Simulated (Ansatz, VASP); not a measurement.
**SiMo3: VASP beside Ansatz**

INCAR

```
SYSTEM = SiMo3
PREC = Accurate
ENCUT = 600
EDIFF = 1E-6
ISMEAR = 0
SIGMA = 0.1
LREAL = .False.
LASPH = .True.
NELM = 100
ALGO = Normal
ISIF = 3
LWAVE = .False.
LCHARG = .False.
GGA = PE
IBRION = 2
NSW = 100
EDIFFG = -0.005
```

KPOINTS

```
regular mesh
0
Gamma
  8 8 8
  0 0 0
```

Contents of POSCAR:

```
SiMo3
1.0
    4.8890000000      0.0000000000      0.0000000000
    0.0000000000      4.8890000000      0.0000000000
    0.0000000000      0.0000000000      4.8890000000
Si Mo
2 6
Direct
    0.0000000000      0.0000000000      0.0000000000
    0.5000000000      0.5000000000      0.5000000000
    0.2500000000      0.0000000000      0.5000000000
    0.5000000000      0.7500000000      0.0000000000
    0.7500000000      0.0000000000      0.5000000000
    0.5000000000      0.2500000000      0.0000000000
    0.0000000000      0.5000000000      0.7500000000
    0.0000000000      0.5000000000      0.2500000000
```

Input for Ansatz:

```yaml
crystal:
  lattice:
    - [4.889, 0.0, 0.0]
    - [0.0, 4.889, 0.0]
    - [0.0, 0.0, 4.889]
  atoms:
    - { symbol: Si, position: [0.0, 0.0, 0.0] }
    - { symbol: Si, position: [0.5, 0.5, 0.5] }
    - { symbol: Mo, position: [0.25, 0.0, 0.5] }
    - { symbol: Mo, position: [0.5, 0.75, 0.0] }
    - { symbol: Mo, position: [0.75, 0.0, 0.5] }
    - { symbol: Mo, position: [0.5, 0.25, 0.0] }
    - { symbol: Mo, position: [0.0, 0.5, 0.75] }
    - { symbol: Mo, position: [0.0, 0.5, 0.25] }
basis:
  ecutwfc: 420
kpoints:
  mp_grid: { grid: [8, 8, 8] }
hamiltonian:
  xc: pbe
scf:
  occupations: { method: gaussian, width: 0.1 }
output:
  forces: true
  stress: true
  eigenvalues: true
  write_density: true
  write_potential: true
  elf: true
  volumetric_format: npy
relax:
  adjacent_minimum: "off"
  f_tol: 0.005
  max_steps: 80
  cell: { stress_tol: 0.05 }
```

Alike in both runs: task relaxation of cell and atoms; functional PBE; k mesh 8 × 8 × 8; occupations gaussian, width 0.1 eV; no spin polarisation.

```csv
,VASP,Ansatz
version,VASP 6.6.1,Ansatz 0.2.0
potentials or method,"VASP PAW PBE potentials, release 64 (Si, Mo_sv)","scalar-relativistic, plane waves, PAW"
plane-wave cutoff (eV),600,420
valence electrons in the cell,92,92
```

VASP gave:

| Property | Result |
| --- | --- |
| gap on the k mesh at the Fermi level, each at its own relaxed structure (eV) | none |
| relaxed volume (Å³/atom) | 14.79 |
| relaxed cell length with the largest relative difference (Å) | 4.909 |
| energy change over the relaxation (meV/atom) | -2 |

**Question.** What did Ansatz give for the same quantities?

**Answer.** gap on the k mesh at the Fermi level, each at its own relaxed structure (eV): none; relaxed volume (Å³/atom): 14.76; relaxed cell length with the largest relative difference (Å): 4.906; energy change over the relaxation (meV/atom): -1.

A gap of «none» marks a metal or a gap that the smearing closes.

PBE usually gives volumes a little too large and moduli too small. Zero-point motion and thermal expansion aren't in these numbers.
